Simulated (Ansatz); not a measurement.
# Sn2Se2 sheet: levels of theory, part 2 of 2

The task, for Sn2Se2 sheet: compare levels of theory; the runs are relaxing the atoms and single point.

Ansatz 0.2.0; DFT PBE+D3(BJ), scalar-relativistic, plane waves, PAW, and further levels as typed in the inputs.

### Step 5. Single point: HSE06, mesh 8×8×1

It takes the final geometry of step 2.

input.yaml

```yaml
crystal:
  lattice:
    - [4.19, 0.0, 0.0]
    - [0.0, 4.46, 0.0]
    - [0.0, 0.0, 29.6013599964]
  atoms:
    - { symbol: Sn, position: [0.25, 0.4118781123, 0.3038869369] }
    - { symbol: Se, position: [0.75, 0.9811218877, 0.3106123128] }
    - { symbol: Se, position: [0.25, 0.4811218877, 0.3954593002] }
    - { symbol: Sn, position: [0.75, 0.9118781123, 0.4021846762] }
  periodic: [true, true, false]
scf:
  occupations: { method: gaussian, width: 0.01 }
  n_extra_bands: 6
output:
  eigenvalues: true
  write_density: true
  write_potential: true
  elf: true
  volumetric_format: npy
kpoints:
  mp_grid: { grid: [8, 8, 1] }
hamiltonian:
  xc: hse06
```

Started as:

```bash
> ansatz run input.yaml --threads 4 --pin off --max-ram 16384MiB --backend cpu --events-out ev --progress --plain --runs-dir out
```

The program printed:

```text
Warning: RAYON_NUM_THREADS=4 ignored (pool sized by the plan → 4); use --threads N
scf.n_extra_bands = 6 over 30 filled bands (N_el = 60.0): the run solves 36 bands
Engine: ansatz 0.2.0, x86_64-unknown-linux-gnu
Pseudopotentials: kind: paw
Pseudopotential: Sn, paw, valence charge 14, recommended cutoff 420 eV (normal), Sn.paw.azcp
Pseudopotential: Se, paw, valence charge 16, recommended cutoff 420 eV (normal), Se.paw.azcp
Functional definition: HSE06
  parameter a = 0.25
  parameter omega = 0.11/bohr
  exchange = pbe_x - a*pbe_x_sr(omega) + a*exact_x_sr(omega)
  correlation = pbe_c
Crystal: 4 atoms, lattice volume = 553.172 Å³
Basis set: ecut = 420 eV, 10783 PW (Γ)
Bands: 36, of which v1, the nominal top of the filled ones, is band 30 counted from 1 (29 counted from 0)
Symmetry: 4 space group operations
Space group: Pmn21 (ITA 31), of the structure as read, at distance tolerance 8.2e-5 Å
k-points: 25 of 64 (time reversal used)
Non-local potential: Sn, projectors of the file, l = 0: 2, l = 1: 2, l = 2: 2, l = 3: 2
Non-local potential: Se, projectors of the file, l = 0: 2, l = 1: 2, l = 2: 3, l = 3: 1
PAW form: soft (Blöchl's): semilocal exchange-correlation on the pseudo side does not see the compensation charge
PAW frozen core: Sn, regenerated for the run's functional, and the local potential with it (the file was generated under x = pbe(κ = 0.804, μ = 0.2195149727645171), c = pbe(β = 0.06672455060314922))
PAW frozen core: Se, regenerated for the run's functional, and the local potential with it (the file was generated under x = pbe(κ = 0.804, μ = 0.2195149727645171), c = pbe(β = 0.06672455060314922))
PAW one-centre angular grid: Sn, 590 points (default); XC on 64 Gauss nodes
PAW one-centre angular grid: Se, 590 points (default); XC on 64 Gauss nodes
Initial density: superposition of atomic densities (neutral atoms: chi_scale 0, normalization atom), corrected by the library's trained network
Initial wavefunctions: pseudopotential atomic-orbital guess
Functional: x = pbe(κ = 0.804, μ = 0.2195149727645171), c = pbe(β = 0.06672455060314922), warm-up for x = pbe(κ = 0.804, μ = 0.2195149727645171) + 0.25 (exact − pbe) at short range (hse, ω = 0.20786987370883472 Å⁻¹), c = pbe(β = 0.06672455060314922); HSE06 as pw.x's `hse` composes it (authors' and Libxc's form: `xc: wpbeh`)
SCF iter   1: F=—  HF=-22988.138664 eV  |F-HF|=—  |Δ(HF+E_count)|=         —  Δρ=8.31e-4  dr2=6.71e-3  ethr=1.77e-3  ⟨swp⟩=11.5  Hψ=3823  notcnv=1
preconditioner: auto → none  [insulator: Δε(μ)=1.083 eV  Ē_g=8.334 eV  σ=0.010 eV  W_gap=1.00  n_scr=60 (ndim 8)  ℏωp=7.1 eV  f_vac=0.762  D(μ)=0.00/eV (n_scr^D=0)]
SCF iter   2: F=—  HF=-22988.140065 eV  |F-HF|=—  |Δ(HF+E_count)|=   1.40e-3  Δρ=3.52e-4  dr2=8.43e-4  ethr=1.12e-5  ⟨swp⟩=6.9  Hψ=2974  notcnv=0  defer=56
SCF iter   3: F=—  HF=-22988.140499 eV  |F-HF|=—  |Δ(HF+E_count)|=   4.34e-4  Δρ=1.69e-4  dr2=2.24e-4  ethr=1.41e-6  ⟨swp⟩=5.3  Hψ=3060  notcnv=0  defer=23
SCF iter   4: F=-22988.140611 eV  HF=-22988.140637 eV  |F-HF|=2.62e-5  |Δ(HF+E_count)|=   1.38e-4  Δρ=6.72e-5  dr2=6.81e-5  ethr=3.73e-7  ⟨swp⟩=5.1  Hψ=2309  notcnv=0  defer=15
SCF 1 stopped early in 4 iterations: F = -22988.140611 eV  dr2 = 6.81e-5
Initial density: handed on by an earlier stage of this run
Initial wavefunctions: those handed on with the density
Functional: x = pbe(κ = 0.804, μ = 0.2195149727645171) + 0.25 (exact − pbe) at short range (hse, ω = 0.20786987370883472 Å⁻¹), c = pbe(β = 0.06672455060314922); HSE06 as pw.x's `hse` composes it (authors' and Libxc's form: `xc: wpbeh`)
Exchange kernel: α = 0.2500, screened, ω = 0.2079 Å⁻¹, Wigner–Seitz truncation, v(0) = 1046.9309 eV·Å³, q-mesh 8×8×1, nearest image of the exchange supercell L = 29.60 Å, pair-density grid 30×30×200, without the augmentation charges, whose exchange is taken in its separable form by FFT convolution over the k-point mesh (the finest that the files' search goes to), smooth part of the exact exchange by density-matrix convolution
Frozen-core exchange: fock
SCF iter   1: F=—  HF=-22999.225347 eV  |F-HF|=—  |Δ(HF+E_count)|=         —  Δρ=2.24e-3  dr2=3.03e-2  ethr=1.13e-6  ⟨swp⟩=16.0  Hψ=5066  notcnv=6
preconditioner: auto → none  [insulator: Δε(μ)=1.574 eV  Ē_g=9.212 eV  σ=0.010 eV  W_gap=1.00  n_scr=60 (ndim 8)  ℏωp=6.9 eV  f_vac=0.764  D(μ)=0.00/eV (n_scr^D=0)]
SCF iter   2: F=—  HF=-22999.208671 eV  |F-HF|=—  |Δ(HF+E_count)|=   1.67e-2  Δρ=1.13e-3  dr2=7.44e-3  ethr=1.13e-6  ⟨swp⟩=4.9  Hψ=3618  notcnv=0  defer=2
SCF iter   3: F=—  HF=-22999.207505 eV  |F-HF|=—  |Δ(HF+E_count)|=   1.17e-3  Δρ=3.81e-4  dr2=2.21e-3  ethr=1.13e-6  ⟨swp⟩=5.0  Hψ=2743  notcnv=0  defer=7
SCF iter   4: F=—  HF=-22999.220955 eV  |F-HF|=—  |Δ(HF+E_count)|=   1.35e-2  Δρ=3.82e-4  dr2=8.22e-4  ethr=1.12e-6  ⟨swp⟩=5.3  Hψ=3443  notcnv=0  defer=13
iter 5 solved again at ethr=9.66e-8 eV; its pass at ethr=1.12e-6 eV (dr2=5.79e-5 eV) is discarded
SCF iter   5: F=—  HF=-22999.220723 eV  |F-HF|=—  |Δ(HF+E_count)|=   2.32e-4  Δρ=6.47e-5  dr2=9.39e-5  ethr=9.66e-8  ⟨swp⟩=3.2  Hψ=4123  notcnv=0  defer=4
eigensolver tolerance schedule calibrated: the retry pair's looser diagonalisation under-reported the residual by θ = 0.11 (0.10/decade); ethr = c·dr2/N_el runs at the constant in force after the calibration composes with the one it found (an armed cap, an earlier calibration), c = 9.4e-2
SCF iter   6: F=—  HF=-22999.220920 eV  |F-HF|=—  |Δ(HF+E_count)|=   1.96e-4  Δρ=6.98e-5  dr2=3.21e-5  ethr=9.66e-8  ⟨swp⟩=4.7  Hψ=2724  notcnv=0  defer=2
SCF iter   7: F=-22999.220911 eV  HF=-22999.220912 eV  |F-HF|=9.48e-7  |Δ(HF+E_count)|=   7.58e-6  Δρ=1.49e-5  dr2=4.10e-6  ethr=4.62e-8  ⟨swp⟩=3.1  Hψ=1713  notcnv=0  defer=2
SCF 2 stopped early in 7 iterations: F = -22999.220911 eV  dr2 = 4.10e-6
hybrid outer 1: dexx = +1.520e-2 eV, tail = 1.64e-4 eV
Exchange kernel: α = 0.2500, screened, ω = 0.2079 Å⁻¹, Wigner–Seitz truncation, v(0) = 1046.9309 eV·Å³, q-mesh 8×8×1, nearest image of the exchange supercell L = 29.60 Å, pair-density grid 30×30×200, without the augmentation charges, whose exchange is taken in its separable form by FFT convolution over the k-point mesh (the finest that the files' search goes to), smooth part of the exact exchange by density-matrix convolution
Frozen-core exchange: fock
SCF iter   1: F=—  HF=-22999.220896 eV  |F-HF|=—  |Δ(HF+E_count)|=         —  Δρ=1.96e-5  dr2=2.35e-6  ethr=1.37e-6  ⟨swp⟩=5.0  Hψ=1971  notcnv=0
preconditioner: auto → none  [insulator: Δε(μ)=1.570 eV  Ē_g=9.197 eV  σ=0.010 eV  W_gap=1.00  n_scr=60 (ndim 8)  ℏωp=6.9 eV  f_vac=0.765  D(μ)=0.00/eV (n_scr^D=0)]
SCF iter   2: F=—  HF=-22999.220900 eV  |F-HF|=—  |Δ(HF+E_count)|=   3.58e-6  Δρ=1.38e-5  dr2=1.04e-6  ethr=3.53e-9  ⟨swp⟩=5.0  Hψ=3300  notcnv=0  defer=1
SCF iter   3: F=—  HF=-22999.220900 eV  |F-HF|=—  |Δ(HF+E_count)|=   2.38e-7  Δρ=4.79e-6  dr2=3.51e-7  ethr=1.35e-9  ⟨swp⟩=3.0  Hψ=1817  notcnv=0  defer=1
SCF iter   4: F=—  HF=-22999.220901 eV  |F-HF|=—  |Δ(HF+E_count)|=   1.47e-6  Δρ=4.37e-6  dr2=1.51e-7  ethr=1.61e-10  ⟨swp⟩=5.1  Hψ=3406  notcnv=0  defer=9
iter 5 solved again at ethr=1.85e-12 eV; its pass at ethr=1.61e-10 eV (dr2=1.11e-9 eV) is discarded
SCF iter   5: F=-22999.220901 eV  HF=-22999.220901 eV  |F-HF|=1.94e-9  |Δ(HF+E_count)|=   4.36e-8  Δρ=5.24e-7  dr2=6.65e-9  ethr=1.85e-12  ⟨swp⟩=4.7  Hψ=4431  notcnv=0  defer=4
eigensolver tolerance schedule calibrated: the retry pair's looser diagonalisation under-reported the residual by θ = 0.21 (0.11/decade); ethr = c·dr2/N_el runs at the constant in force after the calibration composes with the one it found (an armed cap, an earlier calibration), c = 8.4e-2
SCF 3 converged in 5 iterations: F = -22999.220901 eV  dr2 = 6.65e-9
hybrid outer 2: dexx = +1.509e-6 eV, tail = 6.63e-8 eV, Δε = 4.96e-3 eV (about 1.94e-4 eV left of the loop's levels)
WARN: The output density's exchange-correlation potential varies sharply where the density is thin. Do not read a vacuum level from v_tot or v_xc, or from such a field of the output density. On a cell that repeats whose density bears no net charge and no dipole along the vacuum's axis use v_es (v_loc + v_h of the components); under efield.dipole_correction with no amplitude use v_es + v_field, which holds any external_charges[].barrier, or the levels of the report's work_function block, which leave it out; under a non-zero efield.amplitude the vacuum is tilted and has no level; on a cell that repeats and bears such a dipole with no correction it is tilted too, and efield.dipole_correction with no amplitude gives each side of its ramp a level where efield: is served; in a cell that repeats whose density bears a net charge (total_charge, or a fill off its count) it is curved and has none; of a slab under crystal.periodic whose density bears no net charge use v_es, which has a level on each side, short of where the two are joined; of another it falls or rises all the way out and has none; of a slab beside external_charges read slab_vacuum_level instead, which it has where they leave it neutral. The grid or the basis barely resolves most such structure, and the values can differ between equally converged runs; as a rule a tighter scf.convergence.dr2_threshold does not remove it. Where the density itself ripples (under the LDA too) a higher basis.ecutwfc lessens it. The files hold the spikes' plane waves up to the density's cutoff. Files: v_tot_of_output_density and the like, and their columns of v_z.tsv (output.write_potential); v_xc_of_output_density and the like, and their columns of v_comp_z.tsv (output.write_potential_components). Measured: with its Gaussian average of σ = 0.25 Å subtracted twice, the exchange-correlation potential is over 0.1 eV at 1436 of the grid points where the equally averaged density (valence and model cores) is under 1e-3 e/Å³, and 0.717 eV at the most among them, at an averaged density of 2.5e-4 e/Å³. The input density's (outcome.potential() and, of a run that writes arrays, v_tot and v_xc) is over 0.1 eV, so measured, at 1436 points of its own thin density, 0.717 eV at the most. See output.write_potential in the manual, Limitations
hybrid SCF converged: 2 outer / 12 inner (+4 warm-up), last move |dexx| = 1.51e-6 eV, tail = 6.63e-8 eV
Stability not checked: this state was not tested for a lower state beside it, because the functional holds exact exchange (a hybrid, or Hartree-Fock), whose exchange loop this test does not read (fock_operator; see scf.lower_state_search)
Free energy (F): -22999.220901 eV
Frozen-core exchange: fock
Harris-Foulkes:  -22999.220901 eV  (|F-HF|=1.94e-9)
Internal energy: -22999.220901 eV  (E = F + TS)
E sigma→0 (E₀):  -22999.220901 eV
Fermi energy:    -3.885740 eV
--- Per-component energies (eV) ---
  E_band       = -1883.083178
  E_kinetic    = 603.705600
  E_local      = -107075.027465  (includes V_loc(G=0)·N_el)
  E_nonlocal   = -1260.357114
  E_hartree    = 53325.385196
  E_xc         = -768.641894
  E_vxc        = -310.648646  (∫ρ·V_xc dr)
  E_exx        = -208.650782  (= α·E_x^exact, valence–valence)
  E_paw        = -12094.169925  (= ΣΔE_a)
  E_vpaw       = -74.227764  (= ΣTr[D̂ρ^β])
  E_aug_tail   = -0.001188  (compensation charges beyond the density's cutoff)
  E_ewald      = 44480.160884
  E_core_change = -1.624214  (= ΣΔE_core)
  E_smearing   = -0.000000  (= −TS)
  E_closure    = -0.000000  (closes the sum)
  Σ components = -22999.220901   (vs F -22999.220901, Δ=-7.28e-12)
--- Band table (eV; the first three rows and the last of 25) ---
  k-point 0: bands = ["-55.7709", "-55.7708", "-55.7690", "-55.7689", "-55.7519", "-55.7518", "-55.7446", "-55.7445", "-55.7392", "-55.7391", "-28.0781", "-28.0734", "-28.0683", "-28.0679", "-28.0516", "-28.0299", "-28.0161", "-28.0068", "-28.0060", "-27.9963", "-19.4612", "-18.2147", "-11.6504", "-10.0204", "-8.7237", "-8.2522", "-7.9536", "-6.7830", "-6.6293", "-5.1195", "-2.8309", "-0.9307", "-0.5140", "-0.2029", "0.1019", "0.3255"]
  k-point 1: bands = ["-55.7709", "-55.7708", "-55.7690", "-55.7689", "-55.7519", "-55.7518", "-55.7446", "-55.7445", "-55.7392", "-55.7391", "-28.0775", "-28.0741", "-28.0694", "-28.0679", "-28.0495", "-28.0298", "-28.0157", "-28.0066", "-28.0063", "-27.9970", "-19.3914", "-18.2178", "-11.9060", "-10.4493", "-8.6270", "-7.9469", "-7.8445", "-6.5708", "-6.3264", "-5.2422", "-2.7259", "-0.8998", "-0.7839", "-0.3311", "-0.1863", "0.2107"]
  k-point 2: bands = ["-55.7709", "-55.7708", "-55.7690", "-55.7689", "-55.7518", "-55.7518", "-55.7446", "-55.7445", "-55.7392", "-55.7391", "-28.0758", "-28.0756", "-28.0720", "-28.0680", "-28.0444", "-28.0297", "-28.0145", "-28.0073", "-28.0060", "-27.9986", "-19.1944", "-18.2520", "-12.3697", "-11.2787", "-8.3425", "-7.5356", "-7.3274", "-6.4475", "-5.5431", "-5.4191", "-2.3978", "-2.0338", "-1.0857", "-0.8433", "-0.0863", "0.0788"]
  k-point 24: bands = ["-55.7709", "-55.7709", "-55.7689", "-55.7689", "-55.7518", "-55.7518", "-55.7446", "-55.7446", "-55.7391", "-55.7391", "-28.0946", "-28.0946", "-28.0547", "-28.0547", "-28.0323", "-28.0323", "-28.0156", "-28.0156", "-27.9978", "-27.9978", "-18.2048", "-18.2048", "-11.6240", "-11.6240", "-9.6552", "-9.6552", "-8.3881", "-8.3881", "-6.5762", "-6.5762", "-0.8442", "-0.8442", "0.6721", "0.6721", "0.7840", "0.7840"]
  the weakly bound empty levels are not read free of the cell's end (exact_exchange)
```

Run time: 7.3 min. Hardware: 4 threads of AMD EPYC 9R14 (Zen 4), shared host; peak memory 15 GiB.

Density in a lattice plane of the grid's cell (edges 4.46 and 29.60 Å, at 0.250 of the third edge), which holds Sn and Se.

Ten even steps from ' ' (0.00 e/Å³) to '@' (29.39 e/Å³):
```
            
            
            
            
            
            
            
            
            
            
            
      @@    
            
    ::::    
            
            
            
            
            
            
```
Columns run along the first of these edges and rows up along the second, over one cell in 6 and 20 even steps from the bottom left corner. Atoms in the plane (fractional): Sn at (0.41, 0.30), Se at (0.48, 0.40).

ELF in the same plane.

Ten even steps from '0' (0.00) to '9' (0.85):
```
000000
000000
000000
000000
000000
000000
000000
000000
000000
000000
006730
079284
015740
030040
028970
000100
000000
000000
000000
000000
```
Columns run along the first of these edges and rows up along the second, over one cell in 6 and 20 even steps from the bottom left corner. Atoms in the plane (fractional): Sn at (0.41, 0.30), Se at (0.48, 0.40).

Both are smooth fields of the valence electrons: close to the nuclei they are not physical.

The highest ELF values outside the cores: 0.87 outside the outer layer, 1.8 Å from Sn; 0.85 beside Se, off the lines to its neighbours, 0.9 Å from Se; 0.80 in the shell around Se, 0.9 Å from Se.

### Step 6. The runs side by side

What follows sums up all 2 parts.

```
step       level   k mesh  energy (eV)  gap on the mesh (eV)     time
   2  PBE+D3(BJ)  10×10×1   -22989.082                  0.98     42 s
   3         LDA  10×10×1   -22526.683                  0.90     11 s
   4      r2SCAN  10×10×1   -23035.028                  1.25     20 s
   5       HSE06    8×8×1   -22999.221                  1.57  7.3 min
```

Totals of different systems or levels have different zeros; only balanced differences at one level mean anything.

The rows set the runs side by side; convergence of the settings was not tested in this session.
